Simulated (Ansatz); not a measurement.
# Binding across the interface in twisted graphene bilayer, 46.83° (76 atoms)

How much energy holds the two parts of twisted graphene bilayer, 46.83° (76 atoms) together, and how does it fall off with distance?

Calculated with Ansatz 0.2.0; Kohn-Sham DFT, PBE+D3(BJ), PAW (set soft_2), plane waves.

## 1. The starting structure

The cell holds 76 atoms: 76 C. Cell: a = 10.723 Å, b = 10.723 Å, c = 17.430 Å, α = 90.0°, β = 90.0°, γ = 120.0°. It derives from C (graphene). Graphene (a = 2.46 Å) under graphene (a = 2.46 Å), bilayer, commensurate cell of 19 unit cells a layer, twist 46.83 deg; facing planes 3.43 Å apart as built; 14 Å of vacuum; minimised with a classical potential. Regions: layer 1, 38 atoms (38 C); layer 2, 38 atoms (38 C). Vacuum lies along c.

## 2. Single point at the start

The forces at the start show how far the geometry lies from a minimum of this functional.

input.yaml reads:

```yaml
crystal:
  lattice:
    - [10.7229, 0.0, 0.0]
    - [-5.36145, 9.2863, 0.0]
    - [0.0, 0.0, 17.43]
  atoms:
    - { symbol: C, position: [0.17545, 0.77194, 0.40247] }
    - { symbol: C, position: [0.19298, 0.64913, 0.40254] }
    - { symbol: C, position: [0.2807, 0.0351, 0.40243] }
    - { symbol: C, position: [0.29825, 0.91229, 0.40249] }
    - { symbol: C, position: [0.1228, 0.14035, 0.40236] }
    - { symbol: C, position: [0.14035, 0.01755, 0.40236] }
    - { symbol: C, position: [0.22806, 0.40351, 0.40247] }
    - { symbol: C, position: [0.24561, 0.2807, 0.40243] }
    - { symbol: C, position: [0.33333, 0.66667, 0.40252] }
    - { symbol: C, position: [0.35087, 0.54386, 0.40254] }
    - { symbol: C, position: [0.4386, 0.92982, 0.40251] }
    - { symbol: C, position: [0.45614, 0.80702, 0.40254] }
    - { symbol: C, position: [0.38596, 0.29825, 0.40249] }
    - { symbol: C, position: [0.40351, 0.17545, 0.40247] }
    - { symbol: C, position: [0.49123, 0.5614, 0.40251] }
    - { symbol: C, position: [0.50877, 0.4386, 0.40251] }
    - { symbol: C, position: [0.59649, 0.82455, 0.40247] }
    - { symbol: C, position: [0.61404, 0.70175, 0.40249] }
    - { symbol: C, position: [0.70175, 0.08771, 0.40249] }
    - { symbol: C, position: [0.7193, 0.9649, 0.40243] }
    - { symbol: C, position: [0.54386, 0.19298, 0.40254] }
    - { symbol: C, position: [0.5614, 0.07018, 0.40251] }
    - { symbol: C, position: [0.64913, 0.45614, 0.40254] }
    - { symbol: C, position: [0.66667, 0.33333, 0.40252] }
    - { symbol: C, position: [0.75439, 0.7193, 0.40243] }
    - { symbol: C, position: [0.77194, 0.59649, 0.40247] }
    - { symbol: C, position: [0.85965, 0.98245, 0.40236] }
    - { symbol: C, position: [0.8772, 0.85965, 0.40236] }
    - { symbol: C, position: [0.80702, 0.35087, 0.40254] }
    - { symbol: C, position: [0.82455, 0.22806, 0.40247] }
    - { symbol: C, position: [0.91229, 0.61404, 0.40249] }
    - { symbol: C, position: [0.92982, 0.49123, 0.40251] }
    - { symbol: C, position: [0.01755, 0.8772, 0.40236] }
    - { symbol: C, position: [0.0351, 0.75439, 0.40243] }
    - { symbol: C, position: [0.9649, 0.24561, 0.40243] }
    - { symbol: C, position: [0.98245, 0.1228, 0.40236] }
    - { symbol: C, position: [0.07018, 0.50877, 0.40251] }
    - { symbol: C, position: [0.08771, 0.38596, 0.40249] }
    - { symbol: C, position: [0.75439, 0.0351, 0.59757] }
    - { symbol: C, position: [0.77194, 0.17545, 0.59753] }
    - { symbol: C, position: [0.80702, 0.45614, 0.59746] }
    - { symbol: C, position: [0.82455, 0.59649, 0.59753] }
    - { symbol: C, position: [0.64913, 0.19298, 0.59746] }
    - { symbol: C, position: [0.66667, 0.33333, 0.59748] }
    - { symbol: C, position: [0.49123, 0.92982, 0.59749] }
    - { symbol: C, position: [0.50877, 0.07018, 0.59749] }
    - { symbol: C, position: [0.70175, 0.61404, 0.59751] }
    - { symbol: C, position: [0.7193, 0.75439, 0.59757] }
    - { symbol: C, position: [0.54386, 0.35087, 0.59746] }
    - { symbol: C, position: [0.5614, 0.49123, 0.59749] }
    - { symbol: C, position: [0.38596, 0.08771, 0.59751] }
    - { symbol: C, position: [0.40351, 0.22806, 0.59753] }
    - { symbol: C, position: [0.59649, 0.77194, 0.59753] }
    - { symbol: C, position: [0.61404, 0.91229, 0.59751] }
    - { symbol: C, position: [0.4386, 0.50877, 0.59749] }
    - { symbol: C, position: [0.45614, 0.64913, 0.59746] }
    - { symbol: C, position: [0.2807, 0.24561, 0.59757] }
    - { symbol: C, position: [0.29825, 0.38596, 0.59751] }
    - { symbol: C, position: [0.1228, 0.98245, 0.59764] }
    - { symbol: C, position: [0.14035, 0.1228, 0.59764] }
    - { symbol: C, position: [0.33333, 0.66667, 0.59748] }
    - { symbol: C, position: [0.35087, 0.80702, 0.59746] }
    - { symbol: C, position: [0.17545, 0.40351, 0.59753] }
    - { symbol: C, position: [0.19298, 0.54386, 0.59746] }
    - { symbol: C, position: [0.01755, 0.14035, 0.59764] }
    - { symbol: C, position: [0.0351, 0.2807, 0.59757] }
    - { symbol: C, position: [0.85965, 0.8772, 0.59764] }
    - { symbol: C, position: [0.8772, 0.01755, 0.59764] }
    - { symbol: C, position: [0.22806, 0.82455, 0.59753] }
    - { symbol: C, position: [0.24561, 0.9649, 0.59757] }
    - { symbol: C, position: [0.07018, 0.5614, 0.59749] }
    - { symbol: C, position: [0.08771, 0.70175, 0.59751] }
    - { symbol: C, position: [0.91229, 0.29825, 0.59751] }
    - { symbol: C, position: [0.92982, 0.4386, 0.59749] }
    - { symbol: C, position: [0.9649, 0.7193, 0.59757] }
    - { symbol: C, position: [0.98245, 0.85965, 0.59764] }
kpoints:
  mp_grid: { grid: [3, 3, 1] }
hamiltonian:
  xc: pbe
  dispersion: d3bj
scf:
  occupations: { method: fermi_dirac, width: 0.05 }
output:
  forces: true
```

Command:

```sh
$ ansatz run input.yaml --threads 4 --pin off --max-ram 15872MiB --backend cpu --events-out ev --progress --plain --runs-dir out
```

Numbers of over 12 decimals in the logs are rounded to 6 here.

Log:

```text
Warning: the atoms were moved onto the symmetric positions of the space group found under crystal.symmetry.tolerance 1.0e-5 (fractional; no operation is sought that the atoms, as they stand in a round, miss by more than twice it, and no atom is moved by as much as it), and the run uses the moved positions. [...]
[...]
Pseudopotentials: kind: paw
Pseudopotential: C, paw, valence charge 4, recommended cutoff 420 eV (normal), C.paw.azcp
[... 5 lines on functional and potentials left out ...]
Crystal: 76 atoms, lattice volume = 1735.611 Å³
Basis set: ecut = 420 eV, 33809 PW (Γ), exchange–correlation on 144×144×240 points (8 copies of the dense FFT grid, shifted against one another)
Bands: 228, of which v1, the nominal top of the filled ones, is band 152 counted from 1 (151 counted from 0)
Symmetry: 12 space group operations
Space group: P622 (ITA 177), of the structure as read, at distance tolerance 1.2e-4 Å
k-points: 3 of 9
[... 3 lines on functional and potentials left out ...]
Initial density: superposition of atomic densities (neutral atoms: chi_scale 0, normalization atom), corrected by the library's trained network
Initial wavefunctions: pseudopotential atomic-orbital guess
[...]
SCF iter   1: F=—  HF=-19079.925513 eV  |F-HF|=—  |Δ(HF+E_count)|=         —  Δρ=2.28e-3  dr2=1.08e-1  ethr=1.77e-3  ⟨swp⟩=10.7  Hψ=4385  notcnv=0  defer=124
preconditioner: auto → LDOS  [metal: Δε(μ)=0.000 eV  Ē_g=14.851 eV  σ=0.050 eV  W_gap=0.00  n_scr=250 (ndim 8)  ℏωp=15.5 eV  f_vac=0.597  D(μ)=8.89/eV (n_scr^D=22)  β→1.0]
[...]
SCF iter   5: F=—  HF=-19079.915311 eV  |F-HF|=—  |Δ(HF+E_count)|=   5.44e-4  Δρ=6.46e-6  dr2=7.99e-7  ethr=5.43e-9  ⟨swp⟩=3.0  Hψ=1116  notcnv=0  defer=192
SCF iter   6: F=-19079.915318 eV  HF=-19079.915317 eV  |F-HF|=2.16e-7  |Δ(HF+E_count)|=   6.43e-6  Δρ=7.77e-7  dr2=7.46e-9  ethr=3.29e-11  ⟨swp⟩=5.0  Hψ=2207  notcnv=0
SCF 1 converged in 6 iterations: F = -19079.915318 eV  dr2 = 7.46e-9
[...]
SCF converged after 6 iterations
Free energy (F): -19079.915318 eV
Harris-Foulkes:  -19079.915317 eV  (|F-HF|=2.16e-7)
Internal energy: -19079.853704 eV  (E = F + TS)
E sigma→0 (E₀):  -19079.884511 eV
Entropy (-TS):   -0.061613 eV (-0.811 meV/atom)
Fermi energy:    0.076976 eV
--- Per-component energies (eV) ---
[...]
Σ components = -19079.915318   (vs F -19079.915318, Δ=0.00e0)
--- Forces (eV/Å), atoms counted from 1 ---
  atom   1  C      0.00114319    -0.00562125    -0.00728074
  atom   2  C     -0.00104923     0.01124793    -0.01277235
  atom   3  C     -0.00869292     0.00922889    -0.01589775
  atom   4  C      0.01471399     0.01165260    -0.01559562
[...]
atom  76  C     -0.00292130    -0.00758549     0.02387144
  max |Σ_I F_I| component: 1.63e-16 eV/Å
```

Run time: 29 s. Hardware: 4 threads of Arm Neoverse V1, shared host; peak memory 4.5 GiB.

The program notes that positions were snapped to a detected symmetry.

The r.m.s. force at the start is 0.011 eV/Å.

## 3. Relaxation

The atoms are relaxed in the fixed cell, aiming at the force tolerance of the input.

input.yaml reads:

```yaml
crystal:
  lattice:
    - [10.7229, 0.0, 0.0]
    - [-5.36145, 9.2863, 0.0]
    - [0.0, 0.0, 17.43]
  atoms:
    [... the 76 atom lines of step 2 ...]
kpoints:
  mp_grid: { grid: [3, 3, 1] }
hamiltonian:
  xc: pbe
  dispersion: d3bj
scf:
  occupations: { method: fermi_dirac, width: 0.05 }
output:
  forces: true
relax:
  f_tol: 0.05
  max_steps: 120
```

Log:

```text
[...]
Crystal: 76 atoms, lattice volume = 1735.611 Å³
Basis set: ecut = 420 eV, 33809 PW (Γ), exchange–correlation on 144×144×240 points (8 copies of the dense FFT grid, shifted against one another)
Bands: 228, of which v1, the nominal top of the filled ones, is band 152 counted from 1 (151 counted from 0)
Symmetry: 12 space group operations
[...]
k-points: 3 of 9
[...]
SCF iter   1: F=—  HF=-19079.925525 eV  |F-HF|=—  |Δ(HF+E_count)|=         —  Δρ=2.28e-3  dr2=1.08e-1  ethr=1.77e-3  ⟨swp⟩=10.7  Hψ=4385  notcnv=0  defer=124
[...]
SCF iter   5: F=—  HF=-19079.915311 eV  |F-HF|=—  |Δ(HF+E_count)|=   1.63e-4  Δρ=6.58e-6  dr2=7.97e-7  ethr=5.40e-9  ⟨swp⟩=2.0  Hψ=2110  notcnv=0
SCF iter   6: F=-19079.915318 eV  HF=-19079.915317 eV  |F-HF|=1.99e-7  |Δ(HF+E_count)|=   6.37e-6  Δρ=7.26e-7  dr2=8.48e-9  ethr=2.62e-10  ⟨swp⟩=1.0  Hψ=1548  notcnv=0
SCF 1 converged in 6 iterations: F = -19079.915318 eV  dr2 = 8.48e-9
[...]
relax step   1: F+E_penalty+E_count = -19079.91531753 eV  Δ(F+E_penalty+E_count) = +0.000e0 eV  max|allowed force component| = 2.388e-2 eV/Å  Δτ_max = 0.0000 Å  (6 SCF iters, dr2 threshold 6.25e-5 eV, accepted)
[...]
iter 1 solved again at ethr=6.17e-12 eV; its pass at ethr=3.10e-3 eV (dr2=1.87e-8 eV) is discarded
[...]
SCF iter   3: F=-19079.915318 eV  HF=-19079.915318 eV  |F-HF|=8.70e-9  |Δ(HF+E_count)|=   3.72e-8  Δρ=2.87e-7  dr2=4.57e-10  ethr=2.04e-12  ⟨swp⟩=1.0  Hψ=1646  notcnv=0
SCF 2 converged in 3 iterations: F = -19079.915318 eV  dr2 = 4.57e-10
relax step   2: F+E_penalty+E_count = -19079.91531753 eV  Δ(F+E_penalty+E_count) = -3.452e-9 eV  max|allowed force component| = 2.388e-2 eV/Å  Δτ_max = 0.0000 Å  (3 SCF iters, accepted)
SCF converged after 3 iterations
Free energy (F): -19079.915318 eV
[...]
Internal energy: -19079.853704 eV  (E = F + TS)
E sigma→0 (E₀):  -19079.884511 eV
Entropy (-TS):   -0.061613 eV (-0.811 meV/atom)
Fermi energy:    0.076982 eV
[...]
Σ components = -19079.915318   (vs F -19079.915318, Δ=0.00e0)
--- Forces (eV/Å), atoms counted from 1 ---
  atom   1  C      0.00114442    -0.00562276    -0.00728036
  atom   2  C     -0.00105252     0.01124390    -0.01277071
  atom   3  C     -0.00868875     0.00923091    -0.01589884
  atom   4  C      0.01471751     0.01165287    -0.01558946
[...]
atom  76  C     -0.00292951    -0.00756926     0.02388173
  max |Σ_I F_I| component: 1.04e-16 eV/Å
--- Relaxed structure (2 steps of the walk, 2 accepted, 0 SCFs on fresh bases) ---
  F+E_penalty+E_count = -19079.91531753 eV   max|allowed force component| = 2.388e-2 eV/Å
  atoms:
    - { symbol: C, position: [0.175450, 0.771940, 0.40247] }
    - { symbol: C, position: [0.192983, 0.649127, 0.40254] }
    - { symbol: C, position: [0.280703, 0.035097, 0.40243] }
    - { symbol: C, position: [0.298250, 0.912290, 0.40249] }
[...]
- { symbol: C, position: [0.982450, 0.85965, 0.59764] }
```

It took 53 s on 4 threads; peak memory 4.5 GiB.

The relaxation converged after 2 steps, 0 eV below its start, with a largest force component of 0.024 eV/Å.

## 4. Single point at the relaxed geometry

One more single point at the end of the walk gives the fuller output and checks the residual forces.

input.yaml reads:

```yaml
crystal:
  lattice:
    - [10.7229, 0.0, 0.0]
    - [-5.36145, 9.2863, 0.0]
    - [0.0, 0.0, 17.43]
  atoms:
    [... the 76 atom lines of step 2 ...]
kpoints:
  mp_grid: { grid: [3, 3, 1] }
hamiltonian:
  xc: pbe
  dispersion: d3bj
scf:
  occupations: { method: fermi_dirac, width: 0.05 }
output:
  forces: true
  populations: true
  dos:
    method: { smearing: { sigma: 0.08 } }
    de: 0.1
    projected:
      site_lists:
        C: [C]
        layer_1: [0, 1, 2, 3, 4, 5, 6, 7, 8, 9, 10, 11, 12, 13, 14, 15, 16, 17, 18, 19, 20, 21, 22, 23, 24, 25, 26, 27, 28, 29, 30, 31, 32, 33, 34, 35, 36, 37]
        layer_2: [38, 39, 40, 41, 42, 43, 44, 45, 46, 47, 48, 49, 50, 51, 52, 53, 54, 55, 56, 57, 58, 59, 60, 61, 62, 63, 64, 65, 66, 67, 68, 69, 70, 71, 72, 73, 74, 75]
  eigenvalues: true
  write_density: true
  write_potential: true
  volumetric_format: npy
  elf: true
```

Log:

```text
[...]
Crystal: 76 atoms, lattice volume = 1735.611 Å³
Basis set: ecut = 420 eV, 33809 PW (Γ), exchange–correlation on 144×144×240 points (8 copies of the dense FFT grid, shifted against one another)
Bands: 228, of which v1, the nominal top of the filled ones, is band 152 counted from 1 (151 counted from 0)
Symmetry: 12 space group operations
[...]
k-points: 3 of 9
[...]
SCF iter   1: F=—  HF=-19079.925513 eV  |F-HF|=—  |Δ(HF+E_count)|=         —  Δρ=2.28e-3  dr2=1.08e-1  ethr=1.77e-3  ⟨swp⟩=10.7  Hψ=4385  notcnv=0  defer=124
[...]
SCF iter   6: F=-19079.915318 eV  HF=-19079.915317 eV  |F-HF|=2.16e-7  |Δ(HF+E_count)|=   6.44e-6  Δρ=7.78e-7  dr2=7.48e-9  ethr=3.29e-11  ⟨swp⟩=34.7  Hψ=8627  notcnv=0
SCF 1 converged in 6 iterations: F = -19079.915318 eV  dr2 = 7.48e-9
[...]
WARN: The output density's exchange-correlation potential varies sharply where the density is thin. Do not read a vacuum level from v_tot or v_xc, or from such a field of the output density. On a cell that repeats whose density bears no net charge and no dipole along the vacuum's axis use v_es (v_loc + v_h of the components); [...]
SCF converged after 6 iterations
Free energy (F): -19079.915318 eV
[...]
Internal energy: -19079.853704 eV  (E = F + TS)
E sigma→0 (E₀):  -19079.884511 eV
Entropy (-TS):   -0.061613 eV (-0.811 meV/atom)
Fermi energy:    0.076976 eV
[...]
--- Forces (eV/Å), atoms counted from 1 ---
  atom   1  C      0.00114317    -0.00562122    -0.00728076
  atom   2  C     -0.00104909     0.01124797    -0.01277236
  atom   3  C     -0.00869285     0.00922901    -0.01589776
  atom   4  C      0.01471406     0.01165253    -0.01559561
  atom   5  C     -0.00292123     0.00758569    -0.02387149
  atom   6  C      0.00510879     0.00632271    -0.02387149
  atom   7  C      0.00429653     0.00380062    -0.00728076
  atom   8  C     -0.01233898    -0.00291372    -0.01589776
  atom   9  C      0.00000000    -0.00000000     0.00236422
  atom  10  C     -0.00921648    -0.00653252    -0.01277236
  atom  11  C     -0.01344922    -0.00003488    -0.00463142
  atom  12  C      0.01026557    -0.00471544    -0.01277236
  atom  13  C     -0.00273436     0.01856901    -0.01559561
  atom  14  C      0.00543970    -0.00182059    -0.00728076
[...]
atom  75  C     -0.01233898     0.00291372     0.01589776
  atom  76  C     -0.00292123    -0.00758569     0.02387149
  max |Σ_I F_I| component: 4.86e-17 eV/Å
--- Band table (eV) ---
[...]
--- Löwdin populations: 76 sites ---
  site symbol       q [e]
     0      C      3.9603
     1      C      3.9619
     2      C      3.9612
[...]
75      C      3.9612
  spilling = 0.009750 (of n_electrons = 304.000000)
```

Wall time 74 s (4 threads); peak memory 4.6 GiB; 4.8 min of CPU time.

The program notes that the exchange-correlation potential is rough where the density is thin.

Numbers from this run:

```yaml
free_energy: -19079.9153 eV
free_energy_per_atom: -251.0515 eV/atom
scf_cycles: 6
r_m_s_force_component: 0.01082 eV/Å
longest_force: 0.02522 eV/Å
fermi_energy: 0.07698 eV
levels_partly_filled_by_over_2_per_cent: 4
potential_in_mid_vacuum_over_the_fermi_level: 4.276 eV
potential_4p5_a_over_the_upper_face: 4.276 eV
potential_4p5_a_under_the_lower_face: 4.276 eV
spilling_of_the_projection: 0.00975
```

The mean of these charges, 0.039 e, is only the charge that the projection spills.

Löwdin charges by element (they lack the spilled electrons, 0.039 e an atom on average):

```tsv
element	coordination	atoms	mean charge (e)	spread	least	most
C	all	76	0.039	6.0e-4	0.0381	0.0405
```

By region:

```tsv
region	atoms	mean length of the force (eV/Å)
layer 1	38	0.018
layer 2	38	0.018
```

Density of states as counts of states in windows of 1 eV (from the Fermi level), total and the larger projections:

```tsv
from (eV)	to (eV)	total	C p	layer 1	layer 2	C s
-10	-9	17.4	13.5	8.6	8.6	3.8
-9	-8	15.5	13.5	7.7	7.7	1.8
-8	-7	25.2	22.8	12.4	12.4	2.1
-7	-6	39.5	37.4	19.5	19.5	1.6
-6	-5	22.6	22.2	11.2	11.2	0.2
-5	-4	22.2	21.6	11.1	11.1	0.5
-4	-3	22.1	21.9	11.0	11.0	0.1
-3	-2	14.4	14.3	7.2	7.2	0.0
-2	-1	9.3	9.3	4.6	4.6	0.0
-1	0	2.5	2.5	1.2	1.2	0.0
0	1	2.0	2.0	1.0	1.0	0.0
1	2	13.3	12.9	6.4	6.4	0.0
2	3	10.9	10.5	5.2	5.2	0.0
3	4	14.9	11.0	5.5	5.5	0.0
4	5	17.2	7.8	3.9	3.9	0.0
```

The curve was stored every 0.10 eV, coarse against its broadening of 0.08 eV, so these counts are rough.

Between -20 and -10 eV lie 114 more states.

The levels nearest the highest filled one (over half full), pooled over k-points and spins:

```tsv
level less the highest filled one (eV)	occupation
-1.30	2
-1.26	2
-1.25	2
-0.890	2
0	1.00
0	1.00
2.0e-4	0.999
2.0e-4	0.999
0.924	0
1.09	0
1.23	0
1.49	0
```

Planar average of the electrostatic potential energy along the normal, with the Fermi level as zero, after a running mean with a triangular window 4 Å wide at its base:

```tsv
height (Å)	potential energy (eV)
0.0	4.28
0.4	4.28
1.0	4.28
1.5	4.28
2.0	4.28
2.5	4.28
2.9	4.27
3.5	4.26
3.9	4.22
4.5	3.86
4.9	2.66
5.4	0.31
6.0	-3.53
6.4	-6.34
7.0	-8.58
7.4	-7.67
7.8	-5.41
8.4	-3.21
8.9	-3.01
9.4	-4.68
9.9	-6.97
10.3	-8.53
10.9	-7.16
11.3	-4.50
11.9	-0.62
12.3	1.99
12.8	3.60
13.4	4.19
13.8	4.26
14.4	4.27
14.8	4.28
15.3	4.28
15.8	4.28
16.3	4.28
16.8	4.28
17.3	4.28
```

Valence density in the ca plane at fractional y = 0.018, with atoms of C within 0.2 Å of it. It is the smooth field of the valence electrons, not physical close to the nuclei.

Values in e/Å³, 13 rows by 16 columns, each cell a mean:
```
0.0 0.0 0.0 0.0 0.0 0.1 0.6 0.1 0.1 0.6 0.2 0.0 0.0 0.0 0.0 0.0
0.0 0.0 0.0 0.0 0.0 0.2 1.5 0.3 0.2 1.5 0.4 0.0 0.0 0.0 0.0 0.0
0.0 0.0 0.0 0.0 0.0 0.2 1.0 0.2 0.2 1.5 0.4 0.0 0.0 0.0 0.0 0.0
0.0 0.0 0.0 0.0 0.0 0.2 1.4 0.3 0.2 1.4 0.4 0.0 0.0 0.0 0.0 0.0
0.0 0.0 0.0 0.0 0.0 0.1 0.8 0.2 0.1 0.4 0.1 0.0 0.0 0.0 0.0 0.0
0.0 0.0 0.0 0.0 0.0 0.2 1.0 0.2 0.1 0.6 0.2 0.0 0.0 0.0 0.0 0.0
0.0 0.0 0.0 0.0 0.0 0.2 1.2 0.2 0.1 1.3 0.4 0.0 0.0 0.0 0.0 0.0
0.0 0.0 0.0 0.0 0.0 0.1 0.3 0.1 0.1 0.7 0.2 0.0 0.0 0.0 0.0 0.0
0.0 0.0 0.0 0.0 0.0 0.1 0.9 0.2 0.1 1.2 0.3 0.0 0.0 0.0 0.0 0.0
0.0 0.0 0.0 0.0 0.0 0.2 1.6 0.3 0.1 1.1 0.3 0.0 0.0 0.0 0.0 0.0
0.0 0.0 0.0 0.0 0.0 0.2 1.6 0.3 0.1 1.1 0.3 0.0 0.0 0.0 0.0 0.0
0.0 0.0 0.0 0.0 0.0 0.2 1.3 0.3 0.1 1.2 0.4 0.0 0.0 0.0 0.0 0.0
0.0 0.0 0.0 0.0 0.0 0.1 0.3 0.1 0.0 0.3 0.1 0.0 0.0 0.0 0.0 0.0
```
Columns run along c (17.4 Å), rows up along a (10.7 Å). Atoms in or near the plane, at fractional coordinates: C at (0.40, 0.28), C at (0.40, 0.14), C at (0.60, 0.75), C at (0.60, 0.88).

Electrostatic potential energy in the ca plane at fractional y = 0.018, with atoms of C within 0.2 Å of it. With pseudopotentials it is smooth inside the atoms' cores, unlike the true potential.

Ten even steps from '0' (-31 eV) to '9' (4 eV), each cell a mean:
```
99999999999999998888999998789999999999999999
99999999999999997347999984148999999999999999
99999999999999984005999970006999999999999999
99999999999999996116999971017999999999999999
99999999999999997558999985148999999999999999
99999999999999996117999970007999999999999999
99999999999999996127999971007999999999999999
99999999999999997447999986568999999999999999
99999999999999998668999998889999999999999999
99999999999999998668999998889999999999999999
99999999999999996117999997678999999999999999
99999999999999996117999984148999999999999999
99999999999999998668999984038999999999999999
99999999999999998888999987578999999999999999
99999999999999999889999997578999999999999999
99999999999999998668999986368999999999999999
99999999999999984005999985148999999999999999
99999999999999983003899984038999999999999999
99999999999999996126999986468999999999999999
99999999999999984005999984138999999999999999
99999999999999982003899971007999999999999999
99999999999999995116999985248999999999999999
99999999999999998778999998789999999999999999
99999999999999999889999998889999999999999999
```
Columns run along c (17.4 Å; values clipped at the 3rd and 97th percentile), rows up along a (10.7 Å). Atoms in or near the plane, at fractional coordinates: C at (0.40, 0.28), C at (0.40, 0.14), C at (0.60, 0.75), C at (0.60, 0.88).

No gap is quoted, since levels at the Fermi energy are partly filled. Löwdin charges run from +0.04 to +0.04 e, about a mean that is the spilled charge alone. Within 0.4 eV of the Fermi level the largest share is C p (100 % of the projected weight). The potential stands 4.28 eV above the Fermi level over the upper face and 4.28 eV under the lower one, a reading of the work function, with no dipole correction.

[end of part 1 of 2]

[Logs are printed without paths, hosts, clocks, repeated set-up lines and the standing remarks that a program may print on its own settings, such as how far it seeks lower states.]

[Hosts, paths, dates, database ids (printed as entryN), source tags and the programs' standing remarks are cut or masked in the printed files.]
